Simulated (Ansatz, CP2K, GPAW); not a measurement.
**Ge: programs and potentials compared**

```
Ge
1.0
     3.89984    0.00000    0.00000
    -2.89838    2.60924    0.00000
    -0.50073   -1.30462    3.64088
Ge
2
Direct
  0.50000 0.50000 0.00000
  0.25000 0.75000 0.50000
```

This isn't the form of Ge at room conditions, which is diamond.

Alike in all runs: task band structure; functional LDA; k mesh 11 × 11 × 11; occupations gaussian, width 0.05 eV; no spin polarisation; no spin-orbit coupling. LDA stands for any of its common fits. Pressure is positive in compression and, in plane waves, holds the error of the finite cutoff.

| program and potentials | plane-wave cutoff (eV) | notes | pressure (GPa) |
| --- | --- | --- | --- |
| Ansatz, all-electron LAPW, scalar-relativistic | - | - | -2.40 |
| CP2K, GTH_POTENTIALS Ge GTH-PADE-q4; TZVP-MOLOPT-PBE-GTH basis | - | atomic basis | -2.72 |
| GPAW, the program's PAW data sets (release 1.2.1) made for this functional | 600 | - | -2.51 |

The pressure spans -2.72 (CP2K, GTH_POTENTIALS Ge GTH-PADE-q4; TZVP-MOLOPT-PBE-GTH basis) to -2.40 GPa (Ansatz, all-electron LAPW, scalar-relativistic), with all-electron results at -2.40. Rows in atomic bases carry the error of their basis and grid, which can be large.

Differences between rows come from potentials, basis sets and numerical settings, since the functional is the same but for its coding. Runs on potential files found faulty are left out.
